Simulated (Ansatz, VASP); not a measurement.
# Two plane-wave programs on Pt

File INCAR:

```
SYSTEM = Pt
PREC = Accurate
ENCUT = 520
EDIFF = 1E-6
ISMEAR = 0
SIGMA = 0.15
LREAL = .FALSE.
LASPH = .TRUE.
NELM = 100
ALGO = Normal
ISIF = 2
LWAVE = .FALSE.
LCHARG = .TRUE.
GGA = PE
LELF = .TRUE.
LVHAR = .TRUE.
NBANDS = 11
```

KPOINTS

```
regular mesh
0
G
  10 10 10
  0 0 0
```

File POSCAR:

```
Pt
1.0
    0.0000000000      1.9579000000      1.9579000000
    1.9579000000      0.0000000000      1.9579000000
    1.9579000000      1.9579000000      0.0000000000
Pt
1
Direct
    0.0000000000      0.0000000000      0.0000000000
```

Input for Ansatz:

```yaml
crystal:
  lattice:
    - [0.0, 1.9579, 1.9579]
    - [1.9579, 0.0, 1.9579]
    - [1.9579, 1.9579, 0.0]
  atoms:
    - { symbol: Pt, position: [0.0, 0.0, 0.0] }
basis:
  ecutwfc: 420
kpoints:
  mp_grid: { grid: [10, 10, 10] }
hamiltonian:
  xc: pbe
scf:
  occupations: { method: gaussian, width: 0.15 }
output:
  forces: true
  stress: true
  eigenvalues: true
```

Alike in both runs: task single point; functional PBE; k mesh 10 × 10 × 10; occupations gaussian, width 0.15 eV; no spin polarisation.

|  | VASP | Ansatz |
| --- | --- | --- |
| version | VASP 6.6.1 | Ansatz 0.2.0 |
| potentials or method | VASP PAW PBE potentials, release 64 (Pt) | scalar-relativistic, plane waves, PAW |
| plane-wave cutoff (eV) | 520 | 420 |
| valence electrons in the cell | 10 | 18 |

Ansatz gave:

| Property | Result |
| --- | --- |
| gap on the k mesh at the Fermi level (eV) | none |
| pressure (GPa) | 11.7 |

Which values does VASP return?

gap on the k mesh at the Fermi level (eV): none; pressure (GPa): 11.2.

A gap of «none» marks a metal or a gap that the smearing closes. The two sets of potentials don't hold the same shells in valence.

The runs have no spin-orbit coupling, so splittings on Pt are missing.
